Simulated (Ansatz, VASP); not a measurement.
# One calculation of TiAl, two programs

```xyz
2
Lattice="3.1791 0.0000 0.0000 0.0000 3.1791 0.0000 0.0000 0.0000 3.1791" Properties=species:S:1:pos:R:3 pbc="T T T"
Ti    0.0000    0.0000    0.0000
Al    1.5895    1.5895    1.5895
```

The cell comes from a database or a generator and needn't be the stable form of this composition.

Alike in both runs: task relaxation of cell and atoms; functional PBEsol; dispersion D4; k mesh 8 × 8 × 8; occupations fermi-dirac, width 0.05 eV; no spin polarisation.

```csv
,VASP,Ansatz
version,VASP 6.6.1,Ansatz 0.2.0
potentials or method,"VASP PAW PBE potentials, release 64 (Ti_sv, Al)",Ansatz PAW
plane-wave cutoff (eV),600,420
valence electrons in the cell,15,15
```

Ansatz gave:

* gap on the k mesh at the Fermi level, each at its own relaxed structure (eV): none
* relaxed volume (Å³/atom): 15.51
* relaxed cell length with the largest relative difference (Å): 3.142
* energy change over the relaxation (meV/atom): -7

Question: Estimate VASP's values.

Answer: gap on the k mesh at the Fermi level, each at its own relaxed structure (eV): none; relaxed volume (Å³/atom): 15.52; relaxed cell length with the largest relative difference (Å): 3.143; energy change over the relaxation (meV/atom): -7.

A gap of «none» marks a metal or a gap that the smearing closes.

Caveats: pairwise dispersion overbinds metals, which lowers pressure and volume; the PAW data sets were made with another functional, which shifts forces and pressure a little (VASP); the plane-wave basis is chosen anew once the cell has moved, so the energies of steps on either side of that aren't comparable (Ansatz); the PAW data sets come from PBE, with cores solved anew for the run's functional, which leaves a small shift of forces and pressure (Ansatz).
